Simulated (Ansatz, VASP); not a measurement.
## One calculation of Pd, two programs

```
Pd
1.0
     0.00000    1.91353    2.00920
     1.91353    0.00000    2.00920
     1.91353    1.91353    0.00000
Pd
1
Direct
  0.00000 0.00000 0.00000
```

Alike in both runs: task single point; functional PBE; k mesh 24 × 24 × 24; occupations gaussian, width 0.15 eV; no spin polarisation.

|  | VASP | Ansatz |
| --- | --- | --- |
| version | VASP 6.6.1 | Ansatz 0.2.0 |
| potentials or method | VASP PAW PBE potentials, release 64 (Pd) | scalar-relativistic, plane waves, PAW |
| plane-wave cutoff (eV) | 520 | 420 |
| valence electrons in the cell | 10 | 18 |

VASP gave:

- gap on the k mesh at the Fermi level (eV): none
- pressure (GPa): 7.6
- largest component of the traceless stress (GPa): 2.23

Task: Which values does Ansatz return?

Result: gap on the k mesh at the Fermi level (eV): none; pressure (GPa): 7.9; largest component of the traceless stress (GPa): 2.26.

A gap of «none» marks a metal or a gap that the smearing closes. With one functional, cell and mesh, what is left measures potentials, basis and numerics. The two sets of potentials don't hold the same shells in valence.
